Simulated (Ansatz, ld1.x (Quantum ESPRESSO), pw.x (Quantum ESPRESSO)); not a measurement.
## From atom to crystal: TM potential for indium

In (Z = 49), norm-conserving Troullier–Martins (Kleinman–Bylander form), made with ld1.x (Quantum ESPRESSO) 7.5 (PBE, scalar-relativistic). Core [Kr], reference 4d10 5s2 5p1. Waves: 5s (bound): rc 2.35 bohr; 5p (bound): rc 2.45 bohr; 4d (bound): rc 1.40 bohr. Local part: the d channel. Core correction: Bessel-smoothed model core, default radius (core density twice the valence density).

Atomic tests: cutoffs needed: 90 Ry and 140 Ry (the cutoffs (Ry, on a coarse ladder) from which the occupation-weighted sum of valence levels, in a spherical-Bessel basis at the reference potential, stays within 10 and 1 mRy of its value at 400 Ry); ghost test: ghost states, extra bound levels that the all-electron valence spectrum of the same l lacks: s at -160.7 eV, p at -55.3 eV; a true bound ghost makes a file unfit for plane-wave use (spherical-Bessel basis up to 400 Ry, 20 bohr box); configuration tests: 2 of 7 tests not solved or not reliable.

Crystal test: fcc In in pw.x 7.5, no spin, 12³ k-points, Fermi–Dirac smearing 0.01 Ry, cutoffs 170/680 Ry. The reference is all-electron LAPW (Ansatz 0.2.0) with the same functional, mesh and smearing; V0 and B0 come from Birch–Murnaghan fits to the pressures at five volumes. Errors are pseudo minus all-electron; Δ is the rms difference of the E(V) curves that follow from these fits, minima aligned, over ±6 % about the mean V0. Mesh and smearing are coarse, so the numbers serve the comparison and aren't converged zero-temperature values; the lattice is a test structure that the element need not adopt.

```json
{"V (Å³/atom)": "26.366", "P all-electron (GPa)": "1.64", "P pseudo (GPa)": "-57.82"}
{"V (Å³/atom)": "27.060", "P all-electron (GPa)": "0.58", "P pseudo (GPa)": "-55.39"}
{"V (Å³/atom)": "27.754", "P all-electron (GPa)": "-0.32", "P pseudo (GPa)": "-53.03"}
{"V (Å³/atom)": "28.448", "P all-electron (GPa)": "-1.08", "P pseudo (GPa)": "-50.78"}
{"V (Å³/atom)": "29.142", "P all-electron (GPa)": "-1.74", "P pseudo (GPa)": "-48.60"}
```

All-electron: a0 = 4.791 Å (V0 = 27.50 Å³/atom), B0 = 34.9 GPa.

Pseudopotential: mean pressure error (GPa): -52.94. The pressure does not cross zero within the volumes sampled, so no fit is given. This is a poor potential for the solid. The pseudo pressure rises with volume over the whole range, a mechanical instability. Note: ghost states, extra bound levels that the all-electron valence spectrum of the same l lacks: s at -160.7 eV, p at -55.3 eV. A true bound ghost makes a file unfit for plane-wave use. Atomic configuration tests: 2 of 7 tests not solved or not reliable.

At the middle volume, how do free energy and pressure move when the wave cutoff is lowered (ecutrho kept at four times it)?

```csv
cutoff (Ry),shift of F (meV/atom),shift of P (GPa)
76,+398.2,-2.24
102,+173.0,-3.62
136,+13.3,-0.30
```

The run at the middle volume (72 k-points, 54 iterations) took about 4.2 min on one core of a shared host (Intel(R) Xeon(R) 6975P-C, 192 threads, 378 GiB, load 59).
